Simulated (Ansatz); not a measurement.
Bulk crystal (Cr) after relaxation:

```cif
data_structure
_symmetry_space_group_name_H-M 'Im-3m'
_symmetry_Int_Tables_number 229
_cell_length_a 2.8142
_cell_length_b 2.8142
_cell_length_c 2.8142
_cell_angle_alpha 90.000
_cell_angle_beta 90.000
_cell_angle_gamma 90.000
_cell_volume 22.29
loop_
_atom_site_label
_atom_site_type_symbol
_atom_site_symmetry_multiplicity
_atom_site_Wyckoff_symbol
_atom_site_fract_x
_atom_site_fract_y
_atom_site_fract_z
_atom_site_occupancy
Cr1 Cr 2 a 0.00000 0.00000 0.00000 1
```

Miller indices refer to the conventional cell of Im-3m (No. 229), a = 2.814 Å, b = 2.814 Å, c = 2.814 Å, α = 90.00°, β = 90.00°, γ = 90.00°.

The (110) slab of 6 planes, 9.9 Å thick with 15 Å of vacuum as cut; outer planes Cr (top) and Cr (bottom).

Computed with DFT PBEsol, scalar-relativistic, plane waves, PAW (Ansatz). Plane waves to 420 eV, a k mesh through Γ of 15×15×1 on the computed 6-atom cell and Gaussian smearing (0.10 eV); no spin polarisation. The cell repeats along c with a dipole correction in the vacuum.

Results for the relaxed slab:

```yaml
Surface_energy_mean_of_both_faces: 3.58 J/m²
Work_function: 4.92 eV
```

Relaxation lowers the energy by 0.065 J/m² a face; the largest move is 0.075 Å.

| plane (bottom to top) | atoms | spacing to next, bulk (Å) | relaxed (Å) | change (%) |
| --- | --- | --- | --- | --- |
| 1 | Cr | 1.990 | 1.903 | -4.4 |
| 2 | Cr | 1.990 | 2.001 | +0.6 |
| 3 | Cr | 1.990 | 1.992 | +0.1 |
| 4 | Cr | 1.990 | 2.001 | +0.6 |
| 5 | Cr | 1.990 | 1.903 | -4.4 |
| 6 | Cr |  |  |  |